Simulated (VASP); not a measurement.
## GaAs: single point with PBE

**The experiment to reproduce.**

From “Evidence of valence band perturbations in GaAsN/GaAs(001): A combined variable-angle spectroscopic ellipsometry and modulated photoreflectance investigation”, 2008, arxiv:0805.2212, for a bulk crystal of GaAs at 300 K: band gap 1.412 ± 0.01 eV (direct).

GaAs:

```xyz
2
Lattice="0.0000 2.8268 2.8268 2.8268 0.0000 2.8268 2.8268 2.8268 0.0000" Properties=species:S:1:pos:R:3 pbc="T T T"
As    4.2403    4.2403    4.2403
Ga    0.0000    0.0000    0.0000
```

```
Program                : VASP 6.6.1
Task                   : single point
Functional             : PBE
Potentials or basis    : VASP PAW PBE potentials, release 64 (As, Ga_d)
Cutoff                 : 520 eV
k mesh                 : 8 × 8 × 8
Occupations            : gaussian, width 0.015 eV
Spin                   : no spin polarisation
Further INCAR settings : ALGO = Fast; EDIFF = 1e-07; NBANDS = 16
```

| Property | Result |
| --- | --- |
| Pressure | 3.5 GPa |
| Band gap on the k mesh | 0.52 eV, direct |

Levels at points of the mesh, in eV from the valence-band top:
```csv
k point,band 6,band 7,band 8,band 9,band 10,band 11,band 12,band 13
"(0.00, 0.00, 0.00)",-12.73,0.00,0.00,0.00,0.52,3.73,3.73,3.73
"(0.50, 0.00, 0.00)",-10.96,-6.64,-1.14,-1.14,1.00,4.63,4.63,7.75
"(0.50, 0.50, 0.00)",-10.22,-6.82,-2.68,-2.68,1.46,1.65,10.17,10.17
```

Wall time 27 s on 1 thread of Intel(R) Xeon(R) Platinum 8259CL CPU @ 2.50GHz (Skylake/Cascade Lake), on a shared host, peak memory 0.17 GiB.

A measured gap of GaAs is 1.412 eV (direct; 300 K; “Evidence of valence band perturbations in GaAsN/GaAs(001): A combined variable-angle spectroscopic ellipsometry and modulated photoreflectance investigation”, 2008, arxiv:0805.2212); the calculated 0.52 eV misses it by -0.89 eV. 3 values of this kind are on record (1.412 to 1.51 eV); this one was drawn at random among those near their median, those with a stated uncertainty first. Spin-orbit coupling on As, Ga is left out. The value is that of PBE on a finite k mesh, which can miss the band edges, without temperature or zero-point motion. Semilocal functionals fall short of measured gaps as a rule.
